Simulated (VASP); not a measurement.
# Ti (P6/mmm) in VASP: a series of runs

One crystal, Ti, is run at these levels: PBE; tasks: single point.

Program: VASP 6.6.1. These are calculated values, not measurements. Logs are shortened: lines on timing, memory, paths and dates and some standing lists are left out, and cuts for length are marked.

## 1. The structure

Symmetry: P6/mmm, No. 191, hexagonal system. Conventional cell: a = 4.567 Å, b = 4.567 Å, c = 2.826 Å, α = 90.00°, β = 90.00°, γ = 120.00°. Ti (site symmetry -6m2) is surrounded by 11 Ti at 2.64 to 2.99 Å. Around Ti (site symmetry 6/mmm) lie 14 Ti at 2.83 to 2.99 Å.

This isn't the form of Ti at room conditions, which is hcp.

## 2. Single point, PBE

The input, INCAR:

```
SYSTEM = Ti
PREC     = Accurate       ! precision mode
ENCUT    = 400            ! plane-wave cutoff, eV
EDIFF    = 1E-6           ! SCF threshold, eV
ISMEAR   = 0              ! smearing method
SIGMA    = 0.05           ! smearing width, eV
LREAL    = .False.        ! projectors in reciprocal space
LASPH    = .True.         ! aspherical terms in the spheres
NELM     = 100            ! most SCF steps
ALGO     = Normal         ! electronic algorithm
ISIF     = 2              ! what is computed and relaxed
LWAVE    = .False.        ! write WAVECAR
LCHARG   = .False.        ! write CHGCAR
GGA      = PE             ! functional
NBANDS   = 13             ! bands
ADDGRID  = .False.
```

The input, KPOINTS:

```
Automatic mesh
0
Gamma
  12 12 17
  0 0 0
```

The input, POSCAR:

```
Ti
1.0
    4.5673748306      0.0000000000      0.0000000000
   -2.2836874153      3.9554626319      0.0000000000
    0.0000000000      0.0000000000      2.8262442700
Ti
3
Direct
    0.6535550000      0.3369470000      0.4982190000
    0.3492570000      0.6782810000      0.5288300000
    0.0014220000     -0.0021490000     -0.0037100000
```

Potentials or basis: VASP PAW PBE potentials, release 64 (Ti).

Started as:

```console
cat potpaw_PBE.64/Ti/POTCAR > POTCAR
mpirun -np 1 vasp_std > vasp.out
```

OUTCAR:

```text
SYSTEM = Ti
   PREC = Accurate
   ENCUT = 400
   EDIFF = 1E-6
   ISMEAR = 0
   LREAL = .False.
   LASPH = .True.
   NELM = 100
   ISIF = 2
   GGA = PE

 Found   1226 irreducible k-points:

 Following reciprocal coordinates:
            Coordinates               Weight
  0.000000  0.000000  0.000000      1.000000
  0.083333  0.000000  0.000000      2.000000
  0.000000  0.083333  0.000000      2.000000
 -0.083333  0.083333  0.000000      2.000000
  0.166667  0.000000  0.000000      2.000000
  0.000000  0.166667  0.000000      2.000000
   k-points           NKPTS =   1226   k-points in BZ     NKDIM =   1226   number of bands    NBANDS=     13
   number of dos      NEDOS =    301   number of ions     NIONS =      3
   total plane-waves  NPLWV =  16200
   dimension x,y,z NGX =    30 NGY =   30 NGZ =   18
   dimension x,y,z NGXF=    60 NGYF=   60 NGZF=   36
   ions per type =               3
   NGX,Y,Z   is equivalent  to a cutoff of  10.92, 10.92, 10.59 a.u.
   NGXF,Y,Z  is equivalent  to a cutoff of  21.84, 21.84, 21.18 a.u.
 SYSTEM =  Ti
   PREC   = accura    normal or accurate (medium, high low for compatibility)
   ISTART =      0    job   : 0-new  1-cont  2-samecut
   ICHARG =      2    charge: 1-file 2-atom 10-const
   ISPIN  =      1    spin polarized calculation?
   LNONCOLLINEAR =      F non collinear calculations
   LSORBIT =      F    spin-orbit coupling
   LASPH  =      T    aspherical Exc in radial PAW
   ENCUT  =  400.0 eV  29.40 Ry    5.42 a.u.   7.45  7.45  4.61*2*pi/ulx,y,z
   NELM   =    100;   NELMIN=  2; NELMDL= -5     # of ELM steps
   EDIFF  = 0.1E-05   stopping-criterion for ELM
   LREAL  =      F    real-space projection
   EDIFFG = 0.1E-04   stopping-criterion for IOM
   NSW    =      0    number of steps for IOM
   IBRION =     -1    ionic relax: 0-MD 1-quasi-New 2-CG
   NFREE  =      0    steps in history (QN), initial steepest desc. (CG)
   ISIF   =      2    stress and relaxation
   ISYM   =      2    0-nonsym 1-usesym 2-fastsym
   POTIM  = 0.5000    time-step for ionic-motion
   TEBEG  =    0.0;   TEEND  =   0.0 temperature during run
   PSTRESS=    0.0 pullay stress
   NELECT =      12.0000    total number of electrons
   NUPDOWN=      -1.0000    fix difference up-down
   EMIN   =  10.00;   EMAX   =-10.00  energy-range for DOS
   EFERMI =   0.00;   METHOD = LEGACY
   ISMEAR =     0;   SIGMA  =   0.05  broadening in eV -4-tet -1-fermi 0-gaus
   EFERMI_NEDOS =   21; number of points for ismear=-14 and -15
   IALGO  =     38    algorithm
   IMIX   =      4    mixing-type and parameters
     AMIX     =   0.40;   BMIX     =  1.00
     AMIX_MAG =   1.60;   BMIX_MAG =  1.00
  volume/ion in A,a.u.               =      17.02       114.85
  Fermi-wavevector in a.u.,A,eV,Ry     =   1.010285  1.909162 13.887145  1.020676
  Thomas-Fermi vector in A             =   2.143265
   LORBIT       =      0    0 simple, 1 ext, 2 COOP (PROOUT), +10 PAW based schemes
   GGA     = PE    functional components
   LHFCALC =     F    Hartree Fock is set to
   AEXX    =    0.0000 exact exchange contribution
   IVDW    =     0    specifies the selected vdW correction
   LEPSILON=     F    determine dielectric tensor
   LRPA    =     F    only Hartree local field effects (RPA)
 non-spin polarized calculation
 Gauss-broadening in eV      SIGMA  =   0.05
  energy-cutoff  :      400.00
  volume of cell :       51.06
 maximum number of plane-waves:       946
 NGX is ok and might be reduce to    30
   NGX = 15   NGY = 15   NGZ =  9

 number of electron      12.0000002 magnetization

 Free energy of the ion-electron system (eV)
  ---------------------------------------------------
  ext. energy  EPLUGINS =         0.00000000
  ---------------------------------------------------
  free energy    TOTEN  =       -23.29732611 eV

  energy without entropy =      -23.29353425  energy(sigma->0) =      -23.29543018

 E-fermi :   3.0478     XC(G=0): -11.1504

 val. band max:        3.0477319932   @ k =   0.4167  -0.0833   0.0000
 cond. band min:       3.0483676777   @ k =   0.2500   0.5000   0.4118
 fundamental gap:      0.0006356846
 Fermi energy:         3.0478423304

 k-point     1 :       0.0000    0.0000    0.0000
  band No.  band energies     occupation
      1      -2.9627      2.00000
      2       1.1129      2.00000
      3       2.3056      2.00000
      4       2.3934      2.00000
      5       2.4117      2.00000
      6       2.5006      2.00000
      7       3.0304      1.37894
      8       3.6876      0.00000
      9       4.3019      0.00000
     10       4.3288      0.00000
     11       4.7085      0.00000
     12       4.8390      0.00000
     13       4.9622      0.00000

 k-point     2 :       0.0833    0.0000    0.0000
  band No.  band energies     occupation
      1      -2.8817      2.00000
      2       1.1199      2.00000
      3       2.0559      2.00000
      4       2.2779      2.00000
      5       2.4777      2.00000
      6       2.6186      2.00000
      7       3.1185      0.04573
      8       3.7008      0.00000
      9       4.2640      0.00000
     10       4.3601      0.00000
     11       4.6038      0.00000
     12       4.7243      0.00000
     13       5.1126      0.00000

 k-point     3 :       0.0000    0.0833    0.0000
  band No.  band energies     occupation
      1      -2.8817      2.00000
      2       1.1175      2.00000
      3       2.0843      2.00000
      4       2.2650      2.00000
      5       2.3940      2.00000
      6       2.6504      2.00000
      7       3.1392      0.00976
      8       3.7065      0.00000
      9       4.2507      0.00000
     10       4.3867      0.00000
     11       4.5653      0.00000
     12       4.8098      0.00000
     13       5.0343      0.00000

 k-point     4 :      -0.0833    0.0833    0.0000
  band No.  band energies     occupation
      1      -2.8818      2.00000
      2       1.1165      2.00000
      3       2.1114      2.00000
      4       2.2395      2.00000
      5       2.3924      2.00000
      6       2.6363      2.00000
      7       3.1427      0.00731
      8       3.7165      0.00000
      9       4.2706      0.00000
     10       4.3685      0.00000
     11       4.5808      0.00000
     12       4.7597      0.00000
     13       5.0882      0.00000

 k-point     5 :       0.1667    0.0000    0.0000
  band No.  band energies     occupation
      1      -2.6426      2.00000
      2       1.1009      2.00000
      3       1.6660      2.00000
      4       2.2360      2.00000
      5       2.3109      2.00000
      6       2.9082      1.99992
      7       3.2303      0.00000
      8       3.7123      0.00000
      9       4.1078      0.00000
     10       4.4198      0.00000
     11       4.5009      0.00000
     12       4.6392      0.00000
     13       5.3527      0.00000

 k-point     6 :       0.0000    0.1667    0.0000
  band No.  band energies     occupation
      1      -2.6430      2.00000
      2       1.0818      2.00000
      3       1.7244      2.00000
      4       2.1703      2.00000
      5       2.2165      2.00000
      6       2.9150      1.99983
      7       3.2838      0.00000
      8       3.7273      0.00000
      9       4.1099      0.00000
     10       4.3884      0.00000
     11       4.5620      0.00000
     12       4.6768      0.00000
     13       5.2976      0.00000

 [... further k-points ...]
[... 5 lines left out ...]
  --------------------------------------------------------------------------------------
  -------------------------------------------------------------------------------------
  Total       -0.2475276     -0.3711695     -0.2409278      0.0893193      0.0430114      0.0227016
  in kB       -7.7671304    -11.6468702     -7.5600344      2.8027378      1.3496493      0.7123511
  external PRESSURE =      -8.9913450 kB  Pullay stress =       0.0000000 kB

 VOLUME and BASIS-vectors are now :
 -----------------------------------------------------------------------------
  energy-cutoff  :      400.00
  volume of cell :       51.06
      direct lattice vectors                 reciprocal lattice vectors
     4.567374831  0.000000000  0.000000000     0.218944150  0.126407464  0.000000000
    -2.283687415  3.955462632  0.000000000     0.000000000  0.252814928  0.000000000
     0.000000000  0.000000000  2.826244270     0.000000000  0.000000000  0.353826458

 POSITION                                       TOTAL-FORCE (eV/Angst)
 -----------------------------------------------------------------------------------
      2.21555      1.33278      1.40809         0.284930     -0.027314      0.006727
      0.04621      2.68292      1.49460        -0.256249     -0.046474     -0.269236
     -2.27228      3.94696      2.81576        -0.028682      0.073787      0.262509
 -----------------------------------------------------------------------------------
    total drift:                               -0.000050      0.000010      0.000017

  FREE ENERGIE OF THE ION-ELECTRON SYSTEM (eV)
  ---------------------------------------------------
  free  energy   TOTEN  =       -23.2973261099 eV

  energy  without entropy=      -23.2935342511  energy(sigma->0) =      -23.29543018
```

Run time: 7.4 min. Hardware: 1 thread of Intel Xeon Platinum 8488C (Sapphire Rapids), shared host; peak memory 0.54 GiB.

These settings aren't checked as converged: the numbers below hold their error.

Results:

```yaml
Free_energy: -23.2973 eV
Pressure: -0.9 GPa
Largest_force: 0.375 eV/Å
Band_gap_on_the_k_mesh: none (metal or under the smearing width)
```

(Continued in part 2 of 2.)
